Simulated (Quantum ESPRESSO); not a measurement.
A calculation with Quantum ESPRESSO 7.5 of SiO2 (ASE script, Cartesian positions):

Contents of run.py:

```python
import numpy as np
from ase.calculators.espresso import Espresso, EspressoProfile
from ase.io import read

atoms = read('SiO2.xyz')

input_data = {
    'control': {'calculation': 'scf', 'prefix': 'pwscf', 'outdir': './tmp', 'tprnfor': True, 'tstress': True, 'disk_io': 'nowf'},
    'system': {'ecutwfc': 55.0, 'ecutrho': 440.0, 'nbnd': 33, 'occupations': 'smearing', 'smearing': 'fd', 'degauss': 0.00367493},
    'electrons': {'conv_thr': 1.8e-09, 'electron_maxstep': 120, 'mixing_beta': 0.5},
}
pseudopotentials = {'O': 'O.pbe-n-kjpaw_psl.0.1.UPF', 'Si': 'Si.pbe-n-rrkjus_psl.1.0.0.UPF'}
profile = EspressoProfile(command='pw.x', pseudo_dir='pseudo')
dft = Espresso(profile=profile, input_data=input_data, pseudopotentials=pseudopotentials, kpts=(6, 6, 5), koffset=(0, 0, 0))
atoms.calc = dft

print(f'energy {atoms.get_potential_energy():.8f} eV')
print('forces (eV/A)')
print(np.round(atoms.get_forces(), 6))
print('stress (eV/A^3, Voigt)')
print(np.round(atoms.get_stress(), 8))
print(f'Fermi level {dft.get_fermi_level():.4f} eV')
```

SiO2.xyz

```xyz
9
Lattice="5.0605222284 0.0000000000 0.0000000000 -2.5302611142 4.3825408062 0.0000000000 0.0000000000 0.0000000000 5.5413533100" Properties=species:S:1:pos:R:3 pbc="T T T"
Si     2.5302611142      0.0000000000      0.0000000000
Si     1.2651305571      2.1912704031      3.6942355402
Si    -1.2651305571      2.1912704031      1.8471177698
O     -0.9467829464      3.4683192598      0.9235588852
O      0.0000000000      1.8284430928      2.7706766550
O      1.5834781678      0.9142215464      4.6177944248
O      3.4770440606      0.9142215464      0.9235588852
O      2.5302611142      2.5540977134      2.7706766550
O      0.9467829464      3.4683192598      4.6177944248
```

Potentials or basis: SSSP 1.3 efficiency PBE.

The run is started by

```sh
$ OMP_NUM_THREADS=1 python run.py
```

The cell comes from a database or a generator and needn't be the stable form of this composition.

Problem. Write the same calculation in another form: native input, structure typed inline.

Solution. As run:

pw.in

```
&CONTROL
  calculation = 'scf'
  prefix = 'pwscf'
  outdir = './tmp'
  pseudo_dir = './pseudo'
  tprnfor = .true.
  tstress = .true.
  disk_io = 'nowf'
/
&SYSTEM
  ibrav = 0
  nat = 9
  ntyp = 2
  ecutwfc = 55
  ecutrho = 440
  nbnd = 33
  occupations = 'smearing'
  smearing = 'fd'
  degauss = 0.00367493
/
&ELECTRONS
  conv_thr = 1.8d-09
  electron_maxstep = 120
  mixing_beta = 0.5
/
ATOMIC_SPECIES
Si    28.0850 Si.pbe-n-rrkjus_psl.1.0.0.UPF
O     15.9990 O.pbe-n-kjpaw_psl.0.1.UPF
CELL_PARAMETERS angstrom
   5.0605222284    0.0000000000    0.0000000000
  -2.5302611142    4.3825408062    0.0000000000
   0.0000000000    0.0000000000    5.5413533100
ATOMIC_POSITIONS crystal
Si     0.5000000000    0.0000000000    0.0000000000
Si     0.5000000000    0.5000000000    0.6666666667
Si     0.0000000000    0.5000000000    0.3333333333
O      0.2086053700    0.7913946300    0.1666666667
O      0.2086053700    0.4172107400    0.5000000000
O      0.4172107400    0.2086053700    0.8333333333
O      0.7913946300    0.2086053700    0.1666666667
O      0.7913946300    0.5827892600    0.5000000000
O      0.5827892600    0.7913946300    0.8333333333
K_POINTS automatic
6 6 5 0 0 0
```

Potentials or basis: SSSP 1.3 efficiency PBE.

Run with:

```bash
$ OMP_NUM_THREADS=1 pw.x -in pw.in > pw.out
```

Both were run:

|  | ASE script, Cartesian positions | native input, structure typed inline |
| --- | --- | --- |
| Pressure | 5.4 GPa | 5.4 GPa |
| Largest force | 0.267 eV/Å | 0.267 eV/Å |
| Band gap on the k mesh | 5.72 eV, indirect (least direct gap 5.91 eV) | 5.72 eV, indirect (least direct gap 5.91 eV) |

Keys that steer only the numerical path or the files written may differ.

Caveat: an odd mesh through Γ misses points on the zone boundary, where band edges often lie.
